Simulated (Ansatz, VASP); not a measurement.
## One calculation of Sn, two programs

File INCAR:

```
  PREC = Accurate
  ENCUT = 600
  EDIFF = 1E-6
  ISMEAR = -1
  SIGMA = 0.05
  LREAL = False
  LASPH = True
  NELM = 100
  ALGO = Normal
  ISIF = 3
  LWAVE = False
  LCHARG = False
  GGA = PE
  IBRION = 2
  NSW = 100
  EDIFFG = -0.005
```

File KPOINTS:

```
regular mesh
0
Gamma
  12 12 12
```

The input POSCAR:

```
Sn
1.0
   -2.8600427783      2.8600427783      1.5612643401
    2.8600427783     -2.8600427783      1.5612643401
    2.8600427783      2.8600427783     -1.5612643401
Sn
2
Direct
    0.0000000000      0.0000000000      0.0000000000
    0.7500000000      0.2500000000      0.5000000000
```

Input for Ansatz:

```yaml
crystal:
  lattice:
    - [-2.8600427783, 2.8600427783, 1.5612643401]
    - [2.8600427783, -2.8600427783, 1.5612643401]
    - [2.8600427783, 2.8600427783, -1.5612643401]
  atoms:
    - { symbol: Sn, position: [0.0, 0.0, 0.0] }
    - { symbol: Sn, position: [0.75, 0.25, 0.5] }
kpoints:
  mp_grid: { grid: [12, 12, 12] }
scf:
  occupations: { method: fermi_dirac, width: 0.05 }
hamiltonian:
  xc: pbe
  pseudopotentials: { kind: all_electron, lapw: { basis_error: 0.001 } }
output:
  forces: true
  stress: true
relax:
  f_tol: 0.005
  max_steps: 80
  cell: {}
```

Alike in both runs: task relaxation of cell and atoms; functional PBE; k mesh 12 × 12 × 12; occupations fermi-dirac, width 0.05 eV; no spin polarisation.

```csv
,VASP,Ansatz
version,VASP 6.6.1,Ansatz 0.2.0
potentials or method,"VASP PAW PBE potentials, release 64 (Sn_d)","all-electron LAPW, scalar-relativistic"
plane-wave cutoff (eV),600,see its input
```

|  | VASP | Ansatz | Ansatz less VASP |
| --- | --- | --- | --- |
| relaxed volume (Å³/atom) | 28.38 | 28.39 | +0.014 |
| relaxed cell length with the largest relative difference (Å) | 4.494 | 4.494 | +0.0001 |
| energy change over the relaxation (meV/atom) | -52 | -53 | -0.4 |

Ansatz ran all-electron here, so the differences hold the error of VASP's frozen core and of both bases.

PBE usually gives volumes a little too large and moduli too small. Zero-point motion and thermal expansion aren't in these numbers.
